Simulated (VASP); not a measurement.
A run of VASP 6.6.1:

POSCAR

```
Cr
1.0
    2.5424558388      0.0000000000      0.0000000000
   -1.2712279194      2.2018313444      0.0000000000
    0.0000000000      0.0000000000      2.3756071744
Cr
1
Direct
    0.0000000000      0.0000000000      0.0000000000
```

File INCAR.step1:

```
ALGO     = Normal         # electronic algorithm
EDIFF    = 1E-4           # SCF threshold, eV
ENCUT    = 600            # plane-wave cutoff, eV
GGA      = PE             # functional
ISMEAR   = 0              # smearing method
LASPH    = T              # aspherical terms in the spheres
LCHARG   = F              # write CHGCAR
LREAL    = F              # projectors in reciprocal space
LWAVE    = T              # write WAVECAR
NELM     = 100            # most SCF steps
PREC     = Accurate       # precision mode
SIGMA    = 0.1            # smearing width, eV
```

The input INCAR.step2:

```
ALGO     = Normal         # electronic algorithm
EDIFF    = 1E-6           # SCF threshold, eV
EDIFFG   = -0.04          # ionic threshold
ENCUT    = 600            # plane-wave cutoff, eV
IBRION   = 2              # ionic algorithm
ISIF     = 3              # what is computed and relaxed
ISMEAR   = 0              # smearing method
ISTART   = 1            
LASPH    = T              # aspherical terms in the spheres
LCHARG   = F              # write CHGCAR
LMIXTAU  = T            
LREAL    = F              # projectors in reciprocal space
LWAVE    = F              # write WAVECAR
METAGGA  = R2SCAN         # meta-GGA
NELM     = 100            # most SCF steps
NSW      = 90             # ionic steps
PREC     = Accurate       # precision mode
SIGMA    = 0.1            # smearing width, eV
```

The input KPOINTS:

```
k-points
0
Gamma
  9 9 8
```

Potentials or basis: VASP PAW PBE potentials, release 64 (Cr_pv).

The run is started by

```bash
$ cat potpaw_PBE.64/Cr_pv/POTCAR > POTCAR
$ cp INCAR.step1 INCAR
$ mpirun -np 1 vasp_std > vasp.out
$ cp INCAR.step2 INCAR
$ mpirun -np 1 vasp_std > vasp.out
```

Hardware: 1 thread of Intel(R) Xeon(R) Platinum 8259CL CPU @ 2.50GHz (Skylake/Cascade Lake), with other jobs on the host.

Estimate the wall time of this run.

Wall time 2.9 min on 1 thread of Intel(R) Xeon(R) Platinum 8259CL CPU @ 2.50GHz (Skylake/Cascade Lake), on a shared host, peak memory 0.14 GiB. Counts: scf iterations 78, k points 60, ion steps 7.
